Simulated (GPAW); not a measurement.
Here is a GPAW 26.7.0 calculation.

run.py

```python
from ase import Atoms
from ase.dft.bandgap import bandgap
from ase.io import write
from ase.parallel import parprint
from gpaw import GPAW, PW

atoms = Atoms(['Zr', 'Se', 'Se'],
              cell=[[3.798, 0.0, 0.0],
                    [-1.899, 3.2891644836, 0.0],
                    [0.0, 0.0, 6.192]],
              scaled_positions=[[0.0, 0.0, 0.0],
                                [0.6666666667, 0.3333333333, 0.75],
                                [0.3333333333, 0.6666666667, 0.25]],
              pbc=True)

calc = GPAW(mode=PW(450),
            xc='HSE06',
            kpts={'size': (6, 6, 4), 'gamma': True},
            occupations={'name': 'fermi-dirac', 'width': 0.05},
            nbands=19,
            convergence={'density': 1e-05, 'energy': 1e-05},
            maxiter=60,
            txt='gpaw.txt')
atoms.calc = calc
energy = atoms.get_potential_energy()
forces = atoms.get_forces()
calc.write('gs.gpw')
write('result.traj', atoms)
parprint(f'Energy: {energy:.6f} eV')
parprint('Forces (eV/A):')
parprint(forces.round(4))
parprint('Fermi level:', round(calc.get_fermi_level(), 4), 'eV')
parprint(f'Gap: {bandgap(calc)[0]:.4f} eV, direct: {bandgap(calc, direct=True)[0]:.4f} eV')
```

Potentials or basis: GPAW PAW data sets (gpaw-data 1.2.1), pw.

The run is started by

```sh
$ OMP_NUM_THREADS=1 mpirun -n 8 gpaw python run.py
```

(1) Predict the band gap on the k mesh.

(2) Predict the largest force.

Answers

(1) 1.02 eV, indirect (least direct gap 1.78 eV).

(2) 0.058 eV/Å.

Caveat: exact exchange converges slowly with the k mesh, and this mesh is small; the PAW data sets were made with another functional, which shifts forces and pressure a little.

**Experimental background.**

“Stress-Tuned Optical Transitions in Layered 1T-MX2 (M= Hf, Zr, Sn; X= S, Se) Crystals”, 2022, arxiv:2210.12074 quotes, for a bulk crystal of ZrSe2: band gap 1.2 eV (indirect).

Measured gap of ZrSe2: 1.2 eV (indirect; quoted in “Stress-Tuned Optical Transitions in Layered 1T-MX2 (M= Hf, Zr, Sn; X= S, Se) Crystals”, 2022, arxiv:2210.12074). This calculation gives 1.02 eV (-0.18 eV). Spin-orbit coupling on Se, Zr is left out. The value is that of HSE06 on a finite k mesh, which can miss the band edges, without temperature or zero-point motion.
